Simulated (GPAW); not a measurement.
The system is Ge.

```
Ge
1.0
     1.39715   -2.60052    0.00000
     1.39715    2.60052    0.00000
     0.00000    0.00000    2.69823
Ge
1
Direct
  0.50000 0.50000 0.00000
```

This isn't the form of Ge at room conditions, which is diamond.

| Quantity | Value |
| --- | --- |
| Program | GPAW 26.7.0 |
| Task | relaxation of cell and atoms |
| Functional | PBEsol |
| Dispersion | D3(BJ) |
| Potentials or basis | PAW data sets generated in the run's folder for this functional |
| Cutoff | 600 eV |
| Basis | pw |
| k mesh | 11 × 11 × 10 |
| Occupations | fermi-dirac, width 0.05 eV |
| Spin | no spin polarisation |

At the start: pressure -6.9 GPa; volume 19.61 Å³/atom.

Q: How do energy, volume and symmetry change on relaxing?

A: Over 7 steps the energy falls by 50.7 meV/atom and the volume is 17.68 Å³/atom (-9.8 %); space group Cmmm (No. 65, to 0.05 Å).

The path:
| step | energy change (eV) | largest force (eV/Å) | pressure (GPa) | volume (Å³) |
| --- | --- | --- | --- | --- |
| 1 | 0.0000 | 0.0000 | -6.89 | 19.61 |
| 2 | -0.0267 | 0.0000 | -4.81 | 18.91 |
| 3 | -0.0479 | 0.0000 | 0.95 | 17.50 |
| 4 | -0.0490 | 0.0000 | 0.23 | 17.64 |
| 5 | -0.0502 | 0.0000 | -0.32 | 17.75 |
| 6 | -0.0506 | 0.0000 | -0.22 | 17.72 |
| 7 | -0.0507 | 0.0000 | -0.01 | 17.68 |

Final structure:
```
Ge
1.0
     1.37631   -2.43643    0.00000
     1.37631    2.43643    0.00000
     0.00000    0.00000    2.63570
Ge
1
Direct
  0.50000 0.50000 0.00000
```

Caveat: later steps reuse the first step's grids; pairwise dispersion overbinds metals, which lowers pressure and volume.
